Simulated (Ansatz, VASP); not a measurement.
**BN in VASP and in Ansatz**

POSCAR

```
BN
1.0
    2.4982400000      0.0000000000      0.0000000000
   -1.2491200000      2.1635390000      0.0000000000
    0.0000000000      0.0000000000      6.6357000000
B N
2 2
Direct
    0.3333333333      0.6666666667      0.2500000000
    0.6666666667      0.3333333333      0.7500000000
    0.3333333333      0.6666666667      0.7500000000
    0.6666666667      0.3333333333      0.2500000000
```

File INCAR.step1:

```
SYSTEM = BN
PREC = Accurate
ENCUT = 520
ISMEAR = 0
SIGMA = 0.01
LREAL = .FALSE.
LASPH = .TRUE.
NELM = 60
NBANDS = 16
GGA = PE
ALGO = Normal
EDIFF = 1E-4
LWAVE = .TRUE.
LCHARG = .FALSE.
```

File INCAR.step2:

```
SYSTEM = BN
PREC = Accurate
ENCUT = 520
EDIFF = 1E-6
ISMEAR = 0
SIGMA = 0.01
LREAL = .FALSE.
LASPH = .TRUE.
NELM = 60
ALGO = Normal
ISIF = 2
LWAVE = .FALSE.
LCHARG = .TRUE.
METAGGA = R2SCAN
LMIXTAU = .TRUE.
LELF = .TRUE.
LVHAR = .TRUE.
NBANDS = 16
ISTART = 1
```

Contents of KPOINTS:

```
regular mesh
0
G
  8 8 3
  0 0 0
```

Input for Ansatz:

```yaml
crystal:
  lattice:
    - [2.49824, 0.0, 0.0]
    - [-1.24912, 2.163539, 0.0]
    - [0.0, 0.0, 6.6357]
  atoms:
    - { symbol: B, position: [0.3333333333333333, 0.6666666666666666, 0.25] }
    - { symbol: B, position: [0.6666666666666666, 0.3333333333333333, 0.75] }
    - { symbol: "N", position: [0.3333333333333333, 0.6666666666666666, 0.75] }
    - { symbol: "N", position: [0.6666666666666666, 0.3333333333333333, 0.25] }
basis:
  ecutwfc: 517.016338673772
kpoints:
  mp_grid:
    grid: [8, 8, 3]
hamiltonian:
  xc: r2scan
scf:
  convergence:
    dr2_threshold: 1.0e-07
  occupations:
    method: fixed
output:
  forces: true
  stress: true
```

Alike in both runs: task single point; functional r2SCAN; k mesh 8 × 8 × 3; no spin polarisation.

```csv
,VASP,Ansatz
version,VASP 6.6.1,Ansatz 0.2.0
potentials or method,"VASP PAW PBE potentials, release 64 (B, N)","plane waves, PAW"
plane-wave cutoff (eV),520,517
occupations,"gaussian, width 0.01 eV",fixed
valence electrons in the cell,16,16
```

Ansatz gave:

| Property | Result |
| --- | --- |
| pressure (GPa) | 1.1 |
| largest component of the traceless stress (GPa) | 0.15 |

Problem. Estimate VASP's values.

Solution. Pressure (GPa): 1.5; largest component of the traceless stress (GPa): 0.84.

Ansatz warned: «stress_scf_threshold_loose».

Caveats: the PAW data sets were made with another functional, which shifts forces and pressure a little (VASP). A k mesh can miss the band edges.
